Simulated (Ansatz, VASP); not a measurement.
**La in VASP and in Ansatz**

```
CELL_PARAMETERS angstrom
3.67238 0.00000 0.00000
-1.83619 3.18037 0.00000
0.00000 0.00000 6.06798
ATOMIC_POSITIONS crystal
La 0.33333 0.66667 0.25000
La 0.66667 0.33333 0.75000
```

Alike in both runs: task single point; functional LDA; k mesh 11 × 11 × 6; occupations fermi-dirac, width 0.1 eV; no spin polarisation.

|  | VASP | Ansatz |
| --- | --- | --- |
| version | VASP 6.6.1 | Ansatz 0.2.0 |
| potentials or method | VASP PAW LDA potentials, release 64 (La) | plane waves (420 eV) with PAW, scalar-relativistic |
| plane-wave cutoff (eV) | 520 | 420 |
| valence electrons in the cell | 22 | 22 |

```csv
,VASP,Ansatz,Ansatz less VASP
pressure (GPa),-2.1,-2.0,+0.07
largest component of the traceless stress (GPa),0.30,0.30,+0.002
```

Ansatz warned: «pseudo_functional_mismatch».

Spin-orbit coupling is left out, which matters for the levels of La.
